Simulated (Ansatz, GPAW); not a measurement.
# CdS: programs and potentials compared

```
Cd S
1.0
     0.00000    2.91650    2.91650
     2.91650    0.00000    2.91650
     2.91650    2.91650    0.00000
Cd S
1 1
Cartesian
  0.0000 0.0000 0.0000
  4.3748 4.3748 4.3748
```

Alike in all runs: task single point; functional PBE; k mesh 8 × 8 × 8; occupations gaussian, width 0.015 eV; no spin polarisation; no spin-orbit coupling. Pressure is positive in compression and, in plane waves, holds the error of the finite cutoff, which Ansatz's Pulay term estimates and takes out.

```tsv
program and potentials	plane-wave cutoff (eV)	notes	band gap (eV)	pressure (GPa)
Ansatz, Ansatz PAW	420	13 valence electrons an atom on average; Pulay term of +0.04 GPa included	1.15	2.85
GPAW, GPAW PAW data sets (gpaw-data 1.2.1)	600	9 valence electrons an atom on average	1.13	2.60
Ansatz, all-electron LAPW, scalar-relativistic	-	-	?	?
```

**Question.** Estimate from the other rows what the run with Ansatz, all-electron LAPW, scalar-relativistic gave.

**Answer.** Band gap 1.15 eV; pressure 2.88 GPa. The other rows, which needn't bracket it: band gap 1.13 to 1.15; pressure 2.60 to 2.85.
